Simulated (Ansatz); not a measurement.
**Calculated ⁴⁷Ti NMR of the central transition for TiS2**

Cell: a structure deposited in the COD whose atoms were relaxed with r2SCAN, the cell held.

```xyz
3
Lattice="3.4120 0.0000 0.0000 -1.7060 2.9549 0.0000 0.0000 0.0000 5.6950" Properties=species:S:1:pos:R:3 pbc="T T T"
Ti    0.0000    0.0000    0.0000
S     0.0000    1.9699    1.4007
S     1.7060    0.9850    4.2943
```

Sites (sets of like atoms) are named by element and the number of their first atom in this list.

The numbers come from a DFT calculation in Ansatz (r2SCAN, plane waves and PAW, scalar-relativistic, 500 eV cutoff, Γ-centred 11×11×6 k-points, Fermi–Dirac smearing 0.05 eV).

⁴⁷Ti has I = 5/2 and Q = 302.0 mb (Pyykkö 2018); at 9.4 T its Larmor frequency is ν₀ = 22.6 MHz. Only the quadrupole interaction is simulated: positions count from each site's isotropic chemical shift, and shift anisotropy, dipolar and J coupling are left out.

Question: Give C_Q, η, the quadrupolar product P_Q = |C_Q|(1 + η²/3)^½, the second-order isotropic shift and the breadth of the pattern (static powder) for each Ti site.

Answer: 

```csv
site,first shell,C_Q (MHz),η,P_Q (MHz),δ_QIS (ppm),breadth (kHz)
Ti,6 S at 2.42 Å,-12.5,0.00,12.5,-1832,216
```

δ_QIS = −(ν_Q²/30ν₀²)[I(I+1) − 3/4](1 + η²/3) × 10⁶ ppm with ν_Q = 3|C_Q|/[2I(2I−1)]; it falls as 1/B₀² in ppm, and the breadth as 1/B₀ in kHz.

An axis of threefold or higher order runs through Ti, so V_zz lies along it and η is zero.

With a gap of 0.18 eV under a smearing of 0.05 eV the band edges are partly filled, so small gradients can hang on the smearing and the k-mesh.
